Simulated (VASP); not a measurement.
# Lattice of SiC (Moissanite), functional by functional, part 3 of 3

Aim: relax SiC (Moissanite) at several levels of theory and compare the cells. The starting structure is a measured crystal structure from the Crystallography Open Database. The first relaxation on each setting starts from this cell expanded by 3 % in volume.

VASP 6.6.1.

Results so far: PBEsol 10.35 Å³ an atom; LDA 10.16 Å³ an atom; PBE 10.50 Å³ an atom; PBEsol + D3(BJ) 10.17 Å³ an atom; r2SCAN 10.32 Å³ an atom; r2SCAN + rVV10 10.30 Å³ an atom.

**8. Relaxation with vdW-DF-cx**

Level of this step: vdW-DF-cx; plane waves and PAW (Si, C) (VASP).

vdW-DF-cx takes its exchange from the same plasmon model as its correlation. This run starts from the cell of an earlier relaxation, which isn't shown; the restart sets up the plane waves anew.

INCAR reads:

```
SYSTEM = SiC
PREC = Accurate
ENCUT = 520
EDIFF = 1E-06
NELM = 100
ISMEAR = 0
SIGMA = 0.03
LREAL = .FALSE.
ALGO = Normal
GGA = CX
AGGAC = 0
LUSE_VDW = .TRUE.
LASPH = .TRUE.
NBANDS = 36
LORBIT = 11
LWAVE = .FALSE.
LCHARG = .FALSE.
KPAR = 16
IBRION = 2
NSW = 50
ISIF = 3
EDIFFG = -0.006
```

POSCAR reads:

```
SiC
1.0
    3.0876249745      0.0000000000      0.0000000000
   -1.5438124873      2.6739616654      0.0000000000
    0.0000000000      0.0000000000     15.1535473878
Si C
6 6
Direct
    0.3333333333      0.6666666667      0.8329636499
    0.6666666667      0.3333333333      0.3329636499
    0.6666666667      0.3333333333      0.6664984460
    0.3333333333      0.6666666667      0.1664984460
    0.0000000000      0.0000000000      0.4997245062
    0.0000000000      0.0000000000      0.9997245062
    0.0000000000      0.0000000000      0.8743718969
    0.0000000000      0.0000000000      0.3743718969
    0.3333333333      0.6666666667      0.7079987038
    0.6666666667      0.3333333333      0.2079987038
    0.6666666667      0.3333333333      0.5415427972
    0.3333333333      0.6666666667      0.0415427972
```

KPOINTS reads:

```
Automatic mesh
0
Gamma
9 9 2
0 0 0
```

Potentials, in the order of the species: Si and C (PBE family, release 64).

Run with:

```bash
$ mpirun -np 16 vasp_std
```

Output:

```text
[banner, memory and clock lines left out]
running   16 mpi-ranks, on    1 nodes
[...]
[... a notice as in an earlier step ...]

 [... a notice as in an earlier step ...]

 [... a notice as in an earlier step ...]

 LDA part: xc-table for (Slater+PW92), standard interpolation
 POSCAR, INCAR and KPOINTS ok, starting setup
[...]
entering main loop
       N       E                     dE             d eps       ncg     rms          rms(c)
DAV:   1     0.134573520588E+03    0.13457E+03   -0.21669E+04  1728   0.119E+03
DAV:   2    -0.775617112330E+02   -0.21214E+03   -0.19952E+03  2280   0.210E+02
DAV:   3    -0.891154920941E+02   -0.11554E+02   -0.11471E+02  2276   0.463E+01
DAV:   4    -0.892865979831E+02   -0.17111E+00   -0.17074E+00  2184   0.648E+00
[...]
DAV:  12    -0.786779217228E+02   -0.22437E-05   -0.66643E-06  2216   0.116E-02    0.877E-03
DAV:  13    -0.786779230760E+02   -0.13532E-05   -0.12243E-06  1360   0.518E-03    0.184E-03
DAV:  14    -0.786779234716E+02   -0.39561E-06   -0.23281E-07  1220   0.231E-03
   1 F= -.78677923E+02 E0= -.78677923E+02  d E =-.786779E+02
[...]
reached required accuracy - stopping structural energy minimisation
```

Wall time 63 s (16 MPI ranks of AMD EPYC 9R45, shared host); peak memory 10 GiB.

Parts of OUTCAR (step 8):

```text
  Total        0.0103901      0.0103901      0.0044642     -0.0000000      0.0000000     -0.0000000
  in kB        0.1330570      0.1330570      0.0571687     -0.0000000      0.0000000     -0.0000000
  external PRESSURE =       0.1077609 kB  Pullay stress =       0.0000000 kB

 POSITION                                       TOTAL-FORCE (eV/Angst)
 -----------------------------------------------------------------------------------
     -0.00000      1.78264     12.62235         0.000000     -0.000000     -0.000376
      1.54381      0.89132      5.04558        -0.000000      0.000000     -0.000376
      1.54381      0.89132     10.09982        -0.000000     -0.000000      0.000456
     -0.00000      1.78264      2.52304         0.000000      0.000000      0.000456
      0.00000      0.00000      7.57260         0.000000     -0.000000     -0.000148
      0.00000      0.00000     15.14937        -0.000000      0.000000     -0.000148
      0.00000      0.00000     13.24984        -0.000000      0.000000     -0.000151
      0.00000      0.00000      5.67306        -0.000000      0.000000     -0.000151
     -0.00000      1.78264     10.72869         0.000000     -0.000000      0.000152
      1.54381      0.89132      3.15192         0.000000     -0.000000      0.000152
      1.54381      0.89132      8.20629        -0.000000      0.000000      0.000067
     -0.00000      1.78264      0.62952         0.000000     -0.000000      0.000067
 -----------------------------------------------------------------------------------
    total drift:                                0.000000      0.000000      0.000147

  FREE ENERGIE OF THE ION-ELECTRON SYSTEM (eV)
  ---------------------------------------------------
  free  energy   TOTEN  =       -78.6779234716 eV

  energy  without entropy=      -78.6779234716  energy(sigma->0) =      -78.67792347

[... 2 parts as in an earlier step ...]

[... 2 further parts left out ...]
[key lines of the parts left out:]
E-fermi :   8.2282
```

With vdW-DF-cx the relaxed cell holds 10.426 Å³ an atom, +0.62 % against the measured cell, with a = 3.088 Å and c = 15.154 Å. That is +0.73 % from PBEsol.

**9. Relaxation with TPSS**

TPSS is an older meta-GGA. This run starts from the cell of an earlier relaxation, which isn't shown; the restart sets up the plane waves anew.

INCAR, as its differences from that of step 8:

```diff
@@ -9,5 +9,3 @@
 ALGO = Normal
-GGA = CX
-AGGAC = 0
-LUSE_VDW = .TRUE.
+METAGGA = TPSS
 LASPH = .TRUE.
```

POSCAR reads:

```
SiC
1.0
    3.0842507061      0.0000000000      0.0000000000
   -1.5421253531      2.6710394632      0.0000000000
    0.0000000000      0.0000000000     15.1348377493
Si C
6 6
Direct
    0.3333333333      0.6666666667      0.8329811136
    0.6666666667      0.3333333333      0.3329811136
    0.6666666667      0.3333333333      0.6665028647
    0.3333333333      0.6666666667      0.1665028647
    0.0000000000      0.0000000000      0.4997258632
    0.0000000000      0.0000000000      0.9997258632
    0.0000000000      0.0000000000      0.8743700831
    0.0000000000      0.0000000000      0.3743700831
    0.3333333333      0.6666666667      0.7079932257
    0.6666666667      0.3333333333      0.2079932257
    0.6666666667      0.3333333333      0.5415268498
    0.3333333333      0.6666666667      0.0415268498
```

KPOINTS is that of step 8.

Run with:

```bash
$ mpirun -np 16 vasp_std
```

Output:

```text
[... set-up lines as in an earlier step ...]
 entering main loop
       N       E                     dE             d eps       ncg     rms          rms(c)
DAV:   1     0.105085074744E+03    0.10509E+03   -0.22287E+04  1728   0.124E+03
DAV:   2    -0.120115371820E+03   -0.22520E+03   -0.20876E+03  2320   0.251E+02
DAV:   3    -0.133369477067E+03   -0.13254E+02   -0.13108E+02  2292   0.549E+01
DAV:   4    -0.133648292703E+03   -0.27882E+00   -0.27808E+00  2232   0.105E+01
[...]
DAV:  13    -0.126065405786E+03    0.56030E-04   -0.20553E-04  2136   0.563E-02    0.283E-02
DAV:  14    -0.126065411988E+03   -0.62015E-05   -0.89404E-06  2160   0.153E-02    0.195E-02
DAV:  15    -0.126065411726E+03    0.26226E-06   -0.16245E-06  1272   0.600E-03
   1 F= -.12606541E+03 E0= -.12606541E+03  d E =-.126065E+03
[...]
reached required accuracy - stopping structural energy minimisation
```

Run time: 39 s. Hardware: 16 MPI ranks; peak memory 4.9 GiB; 8.2 min of CPU time.

OUTCAR, selected parts (step 9):

```text
  Total        0.0256882      0.0256882      0.0202811     -0.0000000      0.0000000      0.0000000
  in kB        0.3300932      0.3300932      0.2606122     -0.0000000      0.0000000      0.0000000
  external PRESSURE =       0.3069328 kB  Pullay stress =       0.0000000 kB

 POSITION                                       TOTAL-FORCE (eV/Angst)
 -----------------------------------------------------------------------------------
     -0.00000      1.78069     12.60703         0.000000      0.000000     -0.001062
      1.54213      0.89035      5.03962        -0.000000     -0.000000     -0.001062
      1.54213      0.89035     10.08741        -0.000000      0.000000      0.000815
     -0.00000      1.78069      2.51999         0.000000     -0.000000      0.000815
      0.00000      0.00000      7.56327        -0.000000      0.000000     -0.000376
      0.00000      0.00000     15.13069        -0.000000     -0.000000     -0.000376
      0.00000      0.00000     13.23345        -0.000000     -0.000000      0.000626
      0.00000      0.00000      5.66603         0.000000     -0.000000      0.000626
     -0.00000      1.78069     10.71536        -0.000000      0.000000      0.000275
      1.54213      0.89035      3.14794        -0.000000     -0.000000      0.000275
      1.54213      0.89035      8.19592         0.000000     -0.000000     -0.000278
     -0.00000      1.78069      0.62850        -0.000000      0.000000     -0.000278
 -----------------------------------------------------------------------------------
    total drift:                                0.000000      0.000000      0.000060

  FREE ENERGIE OF THE ION-ELECTRON SYSTEM (eV)
  ---------------------------------------------------
  free  energy   TOTEN  =      -126.0654117255 eV

  energy  without entropy=     -126.0654117255  energy(sigma->0) =     -126.06541173

[... 2 parts as in an earlier step ...]

[... 2 further parts left out ...]
[key lines of the parts left out:]
E-fermi :   8.2235
```

With TPSS the relaxed cell holds 10.390 Å³ an atom, +0.28 % against the measured cell, with a = 3.084 Å and c = 15.135 Å. That is +0.38 % from PBEsol.

**10. The runs compared**

| level | volume (Å³/atom) | against the measured cell (%) | a (Å) | c (Å) | pressure left (GPa) | core minutes |
| --- | --- | --- | --- | --- | --- | --- |
| PBEsol | 10.351 | -0.1 | 3.0805 | 15.1144 | 0.01 | 13.2 |
| LDA | 10.156 | -1.99 | 3.0609 | 15.0193 | 0.03 | 11.6 |
| PBE | 10.496 | 1.3 | 3.0948 | 15.1853 | 0.0 | 13.9 |
| PBEsol + D3(BJ) | 10.174 | -1.81 | 3.0629 | 15.0274 | 0.02 | 13.6 |
| r2SCAN | 10.323 | -0.37 | 3.0776 | 15.1024 | 0.03 | 49.9 |
| r2SCAN + rVV10 | 10.296 | -0.63 | 3.0749 | 15.0899 | 0.03 | 114.0 |
| vdW-DF-cx | 10.426 | 0.62 | 3.0876 | 15.1535 | 0.01 | 97.6 |
| TPSS | 10.39 | 0.28 | 3.0843 | 15.1348 | 0.03 | 52.0 |

Core minutes are wall time times ranks, summed over the relaxations behind a row (those for a bulk modulus apart), on shared hosts.

**11. What came out**

```json
{
 "volume, PBEsol": "10.35 Å³/atom",
 "volume, LDA": "10.16 Å³/atom",
 "volume, PBE": "10.50 Å³/atom",
 "volume, PBEsol + D3(BJ)": "10.17 Å³/atom",
 "volume, r2SCAN": "10.32 Å³/atom",
 "volume, r2SCAN + rVV10": "10.30 Å³/atom",
 "volume, vdW-DF-cx": "10.43 Å³/atom",
 "volume, TPSS": "10.39 Å³/atom"
}
```

What this shows: Across 8 levels the volume of SiC (Moissanite) spans 3.4 %, from 10.16 Å³ an atom (LDA) to 10.50 Å³ (PBE). Against the measured volume of the starting structure, PBEsol comes nearest (-0.1 %) and LDA lies farthest (-2.0 %). The measured cell holds zero-point expansion and, unless it was taken cold, thermal expansion, which the runs lack, so small differences decide nothing. Adding D3(BJ) to PBEsol changes the volume by -1.7 %. Adding rVV10 to r2SCAN changes the volume by -0.3 %. LASPH is on in some of these runs and off in others, which adds a little to the differences. All runs keep the symmetry of the start, so they can't find a distortion of lower symmetry. Further runs on this material are not shown.

[Lines on the potential files, build, host, timing and source positions are cut from VASP's logs without a mark.]

[Logs are printed without paths, hosts, clocks, repeated set-up lines and the standing remarks that a program may print on its own settings, such as how far it seeks lower states.]

[Hosts, paths, dates, database ids (printed as entryN), source tags and the programs' standing remarks are cut or masked in the printed files.]
